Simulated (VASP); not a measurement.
Wanted: the native input for a VASP 6.6.1 run.

| Item | Value |
| --- | --- |
| Task | relaxation of cell and atoms |
| Functional | PBE |
| Potentials or basis | VASP PAW PBE potentials, release 64 (Ti_sv, C) |
| Cutoff | 600 eV |
| k mesh | 8 × 8 × 8 |
| Occupations | gaussian, width 0.1 eV |
| Spin | no spin polarisation |
| Dipole correction | no |
| Further INCAR settings | ALGO = Normal; EDIFF = 1e-06; IBRION = 2; EDIFFG = -0.04; NSW = 90; ISIF = 3 |

The structure of TiC lies in POSCAR:

```
TiC
1.0
   -1.5561774700      1.5561774700      2.0904655300
    1.5561774700     -1.5561774700      2.0904655300
    1.5561774700      1.5561774700     -2.0904655300
Ti C
1 1
Direct
    0.9283733800      0.9283733800      0.0000000000
    0.5716266200      0.5716266200      0.0000000000
```

The cell was built by a generator and needn't be a form met in nature.

One way to write it, as run:

INCAR

```
PREC = Accurate
ENCUT = 600
EDIFF = 1E-6
ISMEAR = 0
SIGMA = 0.1
LREAL = False
LASPH = True
NELM = 60
ALGO = Normal
ISIF = 3
LWAVE = False
LCHARG = False
GGA = PE
IBRION = 2
NSW = 90
EDIFFG = -0.04
```

KPOINTS

```
regular mesh
0
Gamma
  8 8 8
```

Potentials or basis: VASP PAW PBE potentials, release 64 (Ti_sv, C).

Run with:

```console
$ cat potpaw_PBE.64/Ti_sv/POTCAR potpaw_PBE.64/C/POTCAR > POTCAR
$ mpirun -np 1 vasp_std > vasp.out
```

Results of the run:

```yaml
Relaxed_volume: 10.17 Å³/atom
Relaxed_cell: a = 3.064 Å, b = 3.064 Å, c = 3.064 Å, α = 120.00°, β = 120.00°, γ = 90.00°
Space_group_after_relaxing_to_0.05_Å: Fm-3m (No. 225)
Energy_gained_by_relaxing: 1904.5 meV/atom
Ionic_steps: 12
Pressure_after_relaxing: 0.1 GPa
Largest_force_after_relaxing: 0.025 eV/Å
Band_gap_on_the_k_mesh: none (metal or under the smearing width)
```

Wall time 53 s on 1 thread of Intel(R) Xeon(R) 6975P-C (Granite Rapids) (shared host), peak memory 0.16 GiB.
